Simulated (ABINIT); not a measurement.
Something may be wrong with this ABINIT 10.8.3 (patched build) calculation of Cr.

File run.abi:

```
# Pseudopotentials
pp_dirpath "./"
pseudos "Cr.GGA_PBE-ansatz.xml"

# Structure
acell 3*1.0 Angstrom
rprim
    -1.4844496776     1.4844496776     1.4844496776
     1.4844496776    -1.4844496776     1.4844496776
     1.4844496776     1.4844496776    -1.4844496776
ntypat 1
znucl 24
natom 1
typat 1
xred
     0.0000000000     0.0000000000     0.0000000000

# Plane-wave basis
ecut 18.0
pawecutdg 36.0
pawovlp 30

# k points
kptopt 1
ngkpt 10 10 10
nshiftk 1
shiftk 0.0 0.0 0.0

# Exchange and correlation
ixc -99999
usekden 1
pawxcdev 0

# Bands and occupations
nband 12
occopt 3
tsmear 0.05 eV

# Spin
nsppol 2
spinat
     0.0000000000     0.0000000000     3.0000000000

# SCF cycle
nstep 100
tolvrs 1.0e-7

# Output
iomode 3
prtwf 0
prtden 0
prteig 0
prtebands 0
```

Potentials or basis: Ansatz PAW PBE default generated set, frozen core.

Run with:

```sh
$ mpirun --bind-to none -np 4 abinit run.abi > log 2>&1
```

run.abo:

```text
.Version 10.8.3 of ABINIT

--- !ERROR
message: |
    Invalid IXC =   -99999
    Current xc_func%id=     999, (ii=       2)
    The associated LibXC functional family       -1 is currently unsupported by ABINIT
    (-1 means the family is unknown to the LibXC itself)
    Please consult the LibXC documentation

...

--- !ERROR
message: |
    Invalid IXC =   -99999
    Current xc_func%id=     999, (ii=       2)
    The associated LibXC functional family       -1 is currently unsupported by ABINIT
    (-1 means the family is unknown to the LibXC itself)
    Please consult the LibXC documentation

...
```

Question: Diagnose the run.

Answer: The program refused the input. The input holds a flaw that was put in on purpose: unknown functional number (ixc = -99999).

A sound run on the same cell differs in these lines of the main input:
```diff
@@ -30 +30 @@
-ixc -99999
+ixc -497498
@@ -53,0 +54 @@
+enunit 2
```
